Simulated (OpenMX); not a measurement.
A run of OpenMX 3.8.5:

File Rb.dat:

```
System.CurrrentDirectory             ./
System.Name                          Rb
DATA.PATH                            ./DFT_DATA13
level.of.stdout                      1
level.of.fileout                     0
Species.Number                       1
<Definition.of.Atomic.Species
  Rb  Rb11.0-s3p2d2          Rb_PBE13
Definition.of.Atomic.Species>

Atoms.Number                         1
Atoms.SpeciesAndCoordinates.Unit     FRAC
<Atoms.SpeciesAndCoordinates
    1  Rb   -0.0056280000    0.0025700000   -0.0038240000   4.500  4.500
Atoms.SpeciesAndCoordinates>

Atoms.UnitVectors.Unit               Ang
<Atoms.UnitVectors
    -2.9018470000    2.8693060000    2.7765070000
     2.9545430000   -2.8932210000    2.8593930000
     2.9098850000    2.9012590000   -2.8023810000
Atoms.UnitVectors>

scf.XcType                           GGA-PBE
scf.SpinPolarization                 off
scf.ElectronicTemperature            580.226
scf.energycutoff                     260.0
scf.maxIter                          100
scf.EigenvalueSolver                 band
scf.Kgrid                            7 7 7
scf.Mixing.Type                      rmm-diisk
scf.Init.Mixing.Weight               0.05
scf.Min.Mixing.Weight                0.001
scf.Max.Mixing.Weight                0.3
scf.Mixing.History                   25
scf.Mixing.StartPulay                8
scf.criterion                        1.0e-8
scf.stress.tensor                    on
MD.Type                              nomd
```

Potentials or basis: OpenMX 2013 PBE set, Rb11.0-s3p2d2, grid cutoff 260 Ry.

The run is started by

```sh
$ openmx Rb.dat -nt 1 > Rb.std
```

Hardware: 1 thread of Intel(R) Xeon(R) 6975P-C (Granite Rapids), with other jobs on the host.

**Question.** How long does it take, and how much memory?

**Answer.** It took 30 s on 1 thread of Intel(R) Xeon(R) 6975P-C (Granite Rapids) (shared host), peak memory 0.74 GiB. Counts: k points 172, basis 19, scf iterations 12.
